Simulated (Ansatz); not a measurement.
The calculation used DFT PBE, scalar-relativistic, plane waves, PAW in Ansatz. Settings: cutoff 420 eV, Γ-centred meshes spaced at most about 0.3 Å⁻¹, and about 0.25 Å⁻¹ or finer for metals (2π included), Gaussian smearing. No spin polarisation.

All energies are static (0 K, no zero-point motion).

Problem. Order these relaxed structures of Mg2O by energy, lowest first, with the energy over the lowest of them.
A.

```cif
data_structure
_symmetry_space_group_name_H-M 'P4/nmm:1'
_symmetry_Int_Tables_number 129
_cell_length_a 3.0489
_cell_length_b 3.0489
_cell_length_c 8.8660
_cell_angle_alpha 90.000
_cell_angle_beta 90.000
_cell_angle_gamma 90.000
_cell_volume 82.41
loop_
_atom_site_label
_atom_site_type_symbol
_atom_site_symmetry_multiplicity
_atom_site_Wyckoff_symbol
_atom_site_fract_x
_atom_site_fract_y
_atom_site_fract_z
_atom_site_occupancy
Mg1 Mg 2 c 0.50000 0.00000 0.11987 1
Mg2 Mg 2 c 0.00000 0.50000 0.37680 1
O1 O 2 c 0.50000 0.00000 0.88015 1
```

B.

```cif
data_structure
_symmetry_space_group_name_H-M 'P-3m1'
_symmetry_Int_Tables_number 164
_cell_length_a 3.0949
_cell_length_b 3.0949
_cell_length_c 5.0124
_cell_angle_alpha 90.000
_cell_angle_beta 90.000
_cell_angle_gamma 120.000
_cell_volume 41.58
loop_
_atom_site_label
_atom_site_type_symbol
_atom_site_symmetry_multiplicity
_atom_site_Wyckoff_symbol
_atom_site_fract_x
_atom_site_fract_y
_atom_site_fract_z
_atom_site_occupancy
Mg1 Mg 2 d 0.33333 0.66667 0.24724 1
O1 O 1 a 0.00000 0.00000 0.00000 1
```

C.

```cif
data_structure
_symmetry_space_group_name_H-M 'P-4m2'
_symmetry_Int_Tables_number 115
_cell_length_a 3.1938
_cell_length_b 3.1938
_cell_length_c 4.8390
_cell_angle_alpha 90.000
_cell_angle_beta 90.000
_cell_angle_gamma 90.000
_cell_volume 49.36
loop_
_atom_site_label
_atom_site_type_symbol
_atom_site_symmetry_multiplicity
_atom_site_Wyckoff_symbol
_atom_site_fract_x
_atom_site_fract_y
_atom_site_fract_z
_atom_site_occupancy
Mg1 Mg 2 g 0.00000 0.50000 0.24701 1
O1 O 1 c 0.50000 0.50000 0.50000 1
```

Solution. A (0 meV/atom), B (23 meV/atom), C (102 meV/atom). Forms: A P4/nmm; B anti-cadmium iodide type, P-3m1; C P-4m2. Counting O atoms around Mg (those within 1.25 times the shortest such distance or 1.15 times the sum of covalent radii; a slash parts the counts of unlike sites): A has Mg 1/5; B has Mg 3; C has Mg 2. All come from invented guesses. The lowest form computed isn't among them: it has space group P-3m1 (No. 164), 13.8 Å³/atom and lies 49 meV/atom below the best shown.

The k mesh leaves some 4 meV/atom of noise in the energy of each metallic cell. Cells relaxed within their symmetry can be saddle points. Some structure types and database cells were kept out of the candidates from the start, so a known form may be missing.
